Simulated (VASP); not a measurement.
# TaC (Fm-3m) in VASP: density of states with PBE

Aim: the density of states of TaC with PBE.

Program: VASP 6.6.1. These are calculated values, not measurements. Logs are shortened: lines on timing, memory, paths and dates and some standing lists are left out, and cuts for length are marked.

## Step 1: Starting point

It takes space group Fm-3m (No. 225, cubic). The conventional cell has a = 4.478 Å, b = 4.478 Å, c = 4.478 Å, α = 90.00°, β = 90.00°, γ = 90.00°. Ta (site symmetry m-3m) has 6 C at 2.24 Å as nearest neighbours. C (site symmetry m-3m) has 6 Ta at 2.24 Å as nearest neighbours.

## Step 2: Density of states, PBE

POSCAR

```
TaC                                     
1.0
    0.0000000000      2.2391768578      2.2391768578
    2.2391768578      0.0000000000      2.2391768578
    2.2391768578      2.2391768578      0.0000000000
  Ta              C             
     1     1
Direct
     0.0000000000000000    0.0000000000000000    0.0000000000000000
     0.5000000000000000    0.5000000000000000    0.5000000000000000
```

INCAR.step1

```
SYSTEM = TaC
PREC = Accurate
ENCUT = 520
EDIFF = 1E-7
ISMEAR = 0
SIGMA = 0.1
LREAL = .FALSE.
LASPH = .TRUE.
NELM = 80
ALGO = Normal
ISIF = 2
LWAVE = .FALSE.
LCHARG = .TRUE.
LMAXMIX = 4
GGA = PE
```

KPOINTS.step1

```
regular mesh
0
G
  16 16 16
  0 0 0
```

INCAR.step2

```
SYSTEM = TaC
PREC = Accurate
ENCUT = 520
EDIFF = 1E-7
ISMEAR = -5
SIGMA = 0.1
LREAL = .FALSE.
LASPH = .TRUE.
NELM = 80
ALGO = Normal
ISIF = 2
LWAVE = .FALSE.
LCHARG = .FALSE.
LMAXMIX = 4
GGA = PE
LORBIT = 10
NEDOS = 2001
ICHARG = 11
```

KPOINTS.step2

```
regular mesh
0
G
  24 24 24
  0 0 0
```

Potentials or basis: VASP PAW PBE potentials, release 64 (Ta_pv, C).

Run with:

```bash
$ cat potpaw_PBE.64/Ta_pv/POTCAR potpaw_PBE.64/C/POTCAR > POTCAR
$ cp INCAR.step1 INCAR
$ cp KPOINTS.step1 KPOINTS
$ mpirun -np 1 vasp_std > vasp.out
$ cp INCAR.step2 INCAR
$ cp KPOINTS.step2 KPOINTS
$ mpirun -np 1 vasp_std > vasp.out
```

OUTCAR:

```text
SYSTEM = TaC
   PREC = Accurate
   ENCUT = 520
   EDIFF = 1E-7
   ISMEAR = -5
   LREAL = .FALSE.
   LASPH = .TRUE.
   NELM = 80
   ISIF = 2
   GGA = PE
   LORBIT = 10
   ICHARG = 11

 ion  position               nearest neighbor table
   1  0.000  0.000  0.000-   2 2.24   2 2.24   2 2.24   2 2.24   2 2.24   2 2.24
   2  0.500  0.500  0.500-   1 2.24   1 2.24   1 2.24   1 2.24   1 2.24   1 2.24

  LATTYP: Found a face centered cubic cell.
 ALAT       =     4.4783537156

  Lattice vectors:

 A1 = (   0.0000000000,   2.2391768578,   2.2391768578)
 A2 = (   2.2391768578,   0.0000000000,   2.2391768578)
 A3 = (   2.2391768578,   2.2391768578,   0.0000000000)

Analysis of symmetry for initial positions (statically):
=====================================================================
 Subroutine PRICEL returns:
 Original cell was already a primitive cell.

 Routine SETGRP: Setting up the symmetry group for a
 face centered cubic supercell.

 Subroutine GETGRP returns: Found 48 space group operations
 (whereof 48 operations were pure point group operations)
 out of a pool of 48 trial point group operations.

The static configuration has the point symmetry O_h .

Analysis of symmetry for dynamics (positions and initial velocities):
=====================================================================
 Subroutine PRICEL returns:
 Original cell was already a primitive cell.

 Routine SETGRP: Setting up the symmetry group for a
 face centered cubic supercell.

 Subroutine GETGRP returns: Found 48 space group operations
 (whereof 48 operations were pure point group operations)
 out of a pool of 48 trial point group operations.

The dynamic configuration has the point symmetry O_h .

 Subroutine INISYM returns: Found 48 space group operations
 (whereof 48 operations are pure point group operations),
 and found     1 'primitive' translations

----------------------------------------------------------------------------------------

                                     Primitive cell

  volume of cell :      22.4541

  direct lattice vectors                    reciprocal lattice vectors
     0.000000000  2.239176858  2.239176858    -0.223296341  0.223296341  0.223296341
     2.239176858  0.000000000  2.239176858     0.223296341 -0.223296341  0.223296341
     2.239176858  2.239176858  0.000000000     0.223296341  0.223296341 -0.223296341

  length of vectors
     3.166674281  3.166674281  3.166674281     0.386760608  0.386760608  0.386760608

  position of ions in fractional coordinates (direct lattice)
     0.000000000  0.000000000  0.000000000
     0.500000000  0.500000000  0.500000000

  ion indices of the primitive-cell ions
   primitive index   ion index
                 1           1
                 2           2

----------------------------------------------------------------------------------------

 KPOINTS: regular mesh

Automatic generation of k-mesh.
 Grid dimensions read from file:
 generate k-points for:   24   24   24

 Generating k-lattice:

  Cartesian coordinates                     Fractional coordinates (reciprocal lattice)
    -0.009304014  0.009304014  0.009304014     0.041666667  0.000000000  0.000000000
     0.009304014 -0.009304014  0.009304014     0.000000000  0.041666667  0.000000000
     0.009304014  0.009304014 -0.009304014     0.000000000  0.000000000  0.041666667

  Length of vectors
     0.016115025  0.016115025  0.016115025

  Shift w.r.t. Gamma in fractional coordinates (k-lattice)
     0.000000000  0.000000000  0.000000000

 TETIRR: Found   1864 inequivalent tetrahedra from    82944

 Subroutine IBZKPT returns following result:
 ===========================================

 Found    413 irreducible k-points:

 Following reciprocal coordinates:
            Coordinates               Weight
  0.000000  0.000000  0.000000      1.000000
  0.041667  0.000000  0.000000      8.000000
  0.083333  0.000000  0.000000      8.000000
  0.125000  0.000000  0.000000      8.000000
  0.166667  0.000000  0.000000      8.000000
  0.208333  0.000000  0.000000      8.000000
[... 16 lines left out ...]
  0.416667  0.041667  0.000000     24.000000
  0.458333  0.041667  0.000000     24.000000
 [... further k-points ...]
   k-points           NKPTS =    413   k-points in BZ     NKDIM =    413   number of bands    NBANDS=     11
   number of dos      NEDOS =   2001   number of ions     NIONS =      2
   total plane-waves  NPLWV =  13824
   dimension x,y,z NGX =    24 NGY =   24 NGZ =   24
   dimension x,y,z NGXF=    48 NGYF=   48 NGZF=   48
   ions per type =               1   1
   NGX,Y,Z   is equivalent  to a cutoff of  12.60, 12.60, 12.60 a.u.
   NGXF,Y,Z  is equivalent  to a cutoff of  25.20, 25.20, 25.20 a.u.
 SYSTEM =  TaC
   PREC   = accura    normal or accurate (medium, high low for compatibility)
   ISTART =      0    job   : 0-new  1-cont  2-samecut
   ICHARG =     11    charge: 1-file 2-atom 10-const
   ISPIN  =      1    spin polarized calculation?
   LNONCOLLINEAR =      F non collinear calculations
   LSORBIT =      F    spin-orbit coupling
   LASPH  =      T    aspherical Exc in radial PAW
   ENCUT  =  520.0 eV  38.22 Ry    6.18 a.u.   5.89  5.89  5.89*2*pi/ulx,y,z
   NELM   =     80;   NELMIN=  2; NELMDL=  0     # of ELM steps
   EDIFF  = 0.1E-06   stopping-criterion for ELM
   LREAL  =      F    real-space projection
   EDIFFG = 0.1E-05   stopping-criterion for IOM
   NSW    =      0    number of steps for IOM
   IBRION =     -1    ionic relax: 0-MD 1-quasi-New 2-CG
   NFREE  =      0    steps in history (QN), initial steepest desc. (CG)
   ISIF   =      2    stress and relaxation
   ISYM   =      2    0-nonsym 1-usesym 2-fastsym
   POTIM  = 0.5000    time-step for ionic-motion
   TEBEG  =    0.0;   TEEND  =   0.0 temperature during run
   PSTRESS=    0.0 pullay stress
   NELECT =      15.0000    total number of electrons
   NUPDOWN=      -1.0000    fix difference up-down
   EMIN   =  10.00;   EMAX   =-10.00  energy-range for DOS
   EFERMI =   0.00;   METHOD = LEGACY
   ISMEAR =    -5;   SIGMA  =   0.10  broadening in eV -4-tet -1-fermi 0-gaus
   EFERMI_NEDOS =   21; number of points for ismear=-14 and -15
   IALGO  =     38    algorithm
   IMIX   =      4    mixing-type and parameters
     AMIX     =   0.40;   BMIX     =  1.00
     AMIX_MAG =   1.60;   BMIX_MAG =  1.00
  volume/ion in A,a.u.               =      11.23        75.76
  Fermi-wavevector in a.u.,A,eV,Ry     =   1.431112  2.704409 27.865828  2.048081
  Thomas-Fermi vector in A             =   2.550884
   LORBIT       =     10    0 simple, 1 ext, 2 COOP (PROOUT), +10 PAW based schemes
   GGA     = PE    functional components
   LHFCALC =     F    Hartree Fock is set to
   AEXX    =    0.0000 exact exchange contribution
   IVDW    =     0    specifies the selected vdW correction
   LEPSILON=     F    determine dielectric tensor
   LRPA    =     F    only Hartree local field effects (RPA)
 non-spin polarized calculation
 Fermi weights with tetrahedron method with Bloechl corrections
  energy-cutoff  :      520.00
  volume of cell :       22.45
 maximum number of plane-waves:       620

 number of electron      14.9999998 magnetization

 Free energy of the ion-electron system (eV)
  ---------------------------------------------------
  ext. energy  EPLUGINS =         0.00000000
  ---------------------------------------------------
  free energy    TOTEN  =       -22.20226539 eV

  energy without entropy =      -22.20226539  energy(sigma->0) =      -22.20226539

 E-fermi :   8.2560     XC(G=0): -13.1213

 val. band max:        8.2322510802   @ k =   0.2083   0.0000   0.0000
 cond. band min:       8.2314153951   @ k =  -0.0417   0.0417   0.0000
 fundamental gap:     -0.0008356851
 Fermi energy:         8.2560370996

 k-point     1 :       0.0000    0.0000    0.0000
  band No.  band energies     occupation
      1     -26.8793      2.00000
      2     -26.8793      2.00000
      3     -26.8793      2.00000
      4      -6.4703      2.00000
      5       6.9327      2.00000
      6       6.9327      2.00000
      7       6.9327      2.00000
      8       7.7691      2.00000
      9       7.7691      2.00000
     10       7.7691      2.00000
     11       8.8743      0.00000

 k-point     2 :       0.0417    0.0000    0.0000
  band No.  band energies     occupation
      1     -26.8914      2.00000
      2     -26.8805      2.00000
      3     -26.8805      2.00000
      4      -6.4221      2.00000
      5       6.6211      2.00000
      6       6.8467      2.00000
      7       6.8467      2.00000
      8       7.5075      2.00000
      9       7.5075      2.00000
     10       7.9729      2.35631
     11       9.3179      0.00000

 k-point     3 :       0.0833    0.0000    0.0000
  band No.  band energies     occupation
      1     -26.9269      2.00000
      2     -26.8841      2.00000
      3     -26.8841      2.00000
      4      -6.2790      2.00000
      5       6.0141      2.00000
      6       6.4149      2.00000
      7       6.4149      2.00000
      8       7.4177      2.00000
      9       7.4177      2.00000
     10       8.2772      0.27362
     11      10.1252      0.00000

 k-point     4 :       0.1250    0.0000    0.0000
  band No.  band energies     occupation
      1     -26.9829      2.00000
      2     -26.8898      2.00000
      3     -26.8898      2.00000
      4      -6.0460      2.00000
      5       5.3101      2.00000
      6       5.8135      2.00000
      7       5.8135      2.00000
      8       7.5845      2.00000
      9       7.5845      2.00000
     10       8.5371      0.00000
     11      11.0289      0.00000

 k-point     5 :       0.1667    0.0000    0.0000
  band No.  band energies     occupation
      1     -27.0550      2.00000
      2     -26.8973      2.00000
      3     -26.8973      2.00000
      4      -5.7309      2.00000
      5       4.5652      2.00000
      6       5.2224      2.00000
      7       5.2224      2.00000
      8       7.8673      2.00000
      9       7.8673      2.46337
     10       8.7633      0.00000
     11      11.9779      0.00000
[... 211 lines left out ...]
 k-point    21 :       0.3333    0.0417    0.0000
  band No.  band energies     occupation
      1     -27.3636      2.00000
      2     -26.9406      2.00000
      3     -26.9294      2.00000
      4      -4.0358      2.00000
      5       1.8245      2.00000
      6       3.4713      2.00000
      7       3.6837      2.00000
      8       9.0107      0.00000
      9       9.7604      0.00000
     10      10.0617      0.00000
     11      14.9733      0.00000

 k-point    22 :       0.3750    0.0417    0.0000
  band No.  band energies     occupation
      1     -27.4341      2.00000
      2     -26.9472      2.00000
      3     -26.9387      2.00000
      4      -3.5043      2.00000
      5       1.1618      2.00000
      6       3.2044      2.00000
      7       3.3737      2.00000
      8       9.4934      0.00000
      9      10.2147      0.00000
     10      10.5150      0.00000
     11      15.7539      0.00000

 k-point    23 :       0.4167    0.0417    0.0000
  band No.  band energies     occupation
      1     -27.4899      2.00000
      2     -26.9517      2.00000
      3     -26.9470      2.00000
      4      -2.9763      2.00000
      5       0.5451      2.00000
      6       3.0135      2.00000
      7       3.1354      2.00000
      8       9.9814      0.00000
      9      10.5979      0.00000
     10      11.0027      0.00000
     11      15.0346      0.00000

 k-point    24 :       0.4583    0.0417    0.0000
  band No.  band energies     occupation
      1     -27.5277      2.00000
      2     -26.9539      2.00000
      3     -26.9535      2.00000
      4      -2.4982      2.00000
      5       0.0137      2.00000
      6       2.8990      2.00000
      7       2.9708      2.00000
      8      10.4248      0.00000
      9      10.8485      0.00000
     10      11.4750      0.00000
     11      14.2909      0.00000

 [... further k-points ...]

------------------------ aborting loop because EDIFF is reached ----------------------------------------

  FORCE on cell =-STRESS in cart. coord.  units (eV):
  Direction    XX          YY          ZZ          XY          YZ          ZX
  --------------------------------------------------------------------------------------
  -------------------------------------------------------------------------------------
  Total        0.0160972      0.0160972      0.0160972      0.0000000      0.0000000      0.0000000
  in kB        1.1485943      1.1485943      1.1485943      0.0000000      0.0000000      0.0000000
  external PRESSURE =       1.1485943 kB  Pullay stress =       0.0000000 kB

 VOLUME and BASIS-vectors are now :
 -----------------------------------------------------------------------------
  energy-cutoff  :      520.00
  volume of cell :       22.45
      direct lattice vectors                 reciprocal lattice vectors
     0.000000000  2.239176858  2.239176858    -0.223296341  0.223296341  0.223296341
     2.239176858  0.000000000  2.239176858     0.223296341 -0.223296341  0.223296341
     2.239176858  2.239176858  0.000000000     0.223296341  0.223296341 -0.223296341

 POSITION                                       TOTAL-FORCE (eV/Angst)
 -----------------------------------------------------------------------------------
      0.00000      0.00000      0.00000        -0.000000     -0.000000      0.000000
      2.23918      2.23918      2.23918         0.000000      0.000000      0.000000
 -----------------------------------------------------------------------------------
    total drift:                                0.000000     -0.000000     -0.000000

  FREE ENERGIE OF THE ION-ELECTRON SYSTEM (eV)
  ---------------------------------------------------
  free  energy   TOTEN  =       -22.2022653888 eV

  energy  without entropy=      -22.2022653888  energy(sigma->0) =      -22.20226539

 total charge

# of ion       s       p       d       tot
------------------------------------------
    1        0.298   6.264   2.367   8.929
    2        0.863   1.574   0.000   2.437
--------------------------------------------------
tot          1.161   7.838   2.367  11.365
```

It took 53 s on 1 thread of AMD EPYC 9R14 (Zen 4), shared host; peak memory 0.2 GiB.

What came out:

| Quantity | Value |
| --- | --- |
| Valence electrons inside the program's atomic spheres | Ta 8.93; C 2.44 |

Levels at points of the mesh, in eV from the Fermi level:
| k point | band 5 | band 6 | band 7 | band 8 | band 9 | band 10 | band 11 |
| --- | --- | --- | --- | --- | --- | --- | --- |
| (0.00, 0.00, 0.00) | -1.32 | -1.32 | -1.32 | -0.49 | -0.49 | -0.49 | 0.62 |
| (0.50, 0.00, 0.00) | -8.65 | -5.42 | -5.42 | 2.64 | 2.64 | 3.60 | 5.33 |
| (0.50, 0.50, 0.00) | -4.63 | -4.48 | -1.78 | -1.78 | 2.53 | 3.98 | 3.98 |

States per cell in windows of 0.5 eV (zero at the Fermi level; states under -8 eV left out):
| from (eV) | total | Ta1_d | C2_p | Ta1_p | Ta1_s | C2_s | C2_d |
| --- | --- | --- | --- | --- | --- | --- | --- |
| -8.0 | 0.16 | 0.03 | 0.03 | 0.00 | 0.02 | 0.00 | 0.00 |
| -7.5 | 0.29 | 0.06 | 0.05 | 0.01 | 0.03 | 0.01 | 0.00 |
| -7.0 | 0.40 | 0.08 | 0.08 | 0.01 | 0.04 | 0.01 | 0.00 |
| -6.5 | 0.40 | 0.09 | 0.09 | 0.02 | 0.03 | 0.01 | 0.00 |
| -6.0 | 0.30 | 0.06 | 0.07 | 0.02 | 0.02 | 0.01 | 0.00 |
| -5.5 | 0.69 | 0.22 | 0.17 | 0.03 | 0.01 | 0.00 | 0.00 |
| -5.0 | 1.87 | 0.58 | 0.42 | 0.12 | 0.00 | 0.01 | 0.00 |
| -4.5 | 0.71 | 0.25 | 0.17 | 0.02 | 0.00 | 0.00 | 0.00 |
| -4.0 | 0.44 | 0.15 | 0.11 | 0.01 | 0.00 | 0.00 | 0.00 |
| -3.5 | 0.27 | 0.09 | 0.07 | 0.01 | 0.00 | 0.00 | 0.00 |
| -3.0 | 0.21 | 0.06 | 0.06 | 0.01 | 0.00 | 0.00 | 0.00 |
| -2.5 | 0.12 | 0.03 | 0.04 | 0.01 | 0.00 | 0.00 | 0.00 |
| -2.0 | 0.19 | 0.05 | 0.05 | 0.01 | 0.00 | 0.00 | 0.00 |
| -1.5 | 0.23 | 0.09 | 0.04 | 0.01 | 0.00 | 0.00 | 0.00 |
| -1.0 | 0.29 | 0.14 | 0.04 | 0.01 | 0.00 | 0.00 | 0.00 |
| -0.5 | 0.29 | 0.15 | 0.04 | 0.00 | 0.00 | 0.00 | 0.00 |
| 0.0 | 0.35 | 0.20 | 0.04 | 0.00 | 0.00 | 0.00 | 0.00 |
| 0.5 | 0.38 | 0.22 | 0.04 | 0.00 | 0.01 | 0.00 | 0.00 |
| 1.0 | 0.51 | 0.31 | 0.05 | 0.00 | 0.01 | 0.01 | 0.00 |
| 1.5 | 0.49 | 0.32 | 0.05 | 0.00 | 0.01 | 0.01 | 0.00 |
| 2.0 | 0.76 | 0.52 | 0.06 | 0.00 | 0.01 | 0.01 | 0.00 |
| 2.5 | 0.78 | 0.57 | 0.06 | 0.00 | 0.01 | 0.01 | 0.00 |
| 3.0 | 1.02 | 0.70 | 0.11 | 0.00 | 0.03 | 0.01 | 0.00 |
| 3.5 | 1.00 | 0.75 | 0.09 | 0.01 | 0.02 | 0.01 | 0.00 |
| 4.0 | 0.37 | 0.25 | 0.04 | 0.01 | 0.01 | 0.01 | 0.00 |
| 4.5 | 0.25 | 0.15 | 0.03 | 0.01 | 0.02 | 0.01 | 0.00 |
| 5.0 | 0.28 | 0.15 | 0.03 | 0.01 | 0.02 | 0.01 | 0.00 |
| 5.5 | 0.24 | 0.13 | 0.03 | 0.01 | 0.01 | 0.01 | 0.00 |
| 6.0 | 0.22 | 0.10 | 0.03 | 0.01 | 0.01 | 0.01 | 0.00 |
| 6.5 | 0.25 | 0.09 | 0.03 | 0.02 | 0.00 | 0.02 | 0.00 |
| 7.0 | 0.07 | 0.03 | 0.01 | 0.01 | 0.00 | 0.01 | 0.00 |
| 7.5 | 0.00 | 0.00 | 0.00 | 0.00 | 0.00 | 0.00 | 0.00 |

Caveat: tetrahedron occupations give inexact forces and stress in metals. The run has no spin-orbit coupling, so splittings on Ta are missing.
